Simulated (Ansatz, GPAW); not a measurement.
MgO: 3 runs at one level of theory

```xyz
2
Lattice="0.0000 2.0970 2.0970 2.0970 0.0000 2.0970 2.0970 2.0970 0.0000" Properties=species:S:1:pos:R:3 pbc="T T T"
Mg    0.0000    0.0000    0.0000
O     2.0970    2.0970    2.0970
```

The cell is a database's computed one, not the measured one.

Alike in all runs: task single point; functional PBE; k mesh 11 × 11 × 11; occupations gaussian, width 0.012 eV; no spin polarisation; no spin-orbit coupling. Pressure is positive in compression and, in plane waves, holds the error of the finite cutoff, which Ansatz's Pulay term estimates and takes out.

```
                        program and potentials  plane-wave cutoff (eV)                             notes  pressure (GPa)
                            Ansatz, Ansatz PAW                     420  Pulay term of +0.60 GPa included            6.91
Ansatz, all-electron LAPW, scalar-relativistic                       -                                 -            6.97
    GPAW, GPAW PAW data sets (gpaw-data 1.2.1)                     800                                 -            6.97
```

The pressure spans 6.91 (Ansatz, Ansatz PAW) to 6.97 GPa (Ansatz, all-electron LAPW, scalar-relativistic), with all-electron results at 6.97.

The functional is the same throughout but for its coding, so the spread measures potentials, basis and numerics; runs on potential files found faulty are left out.
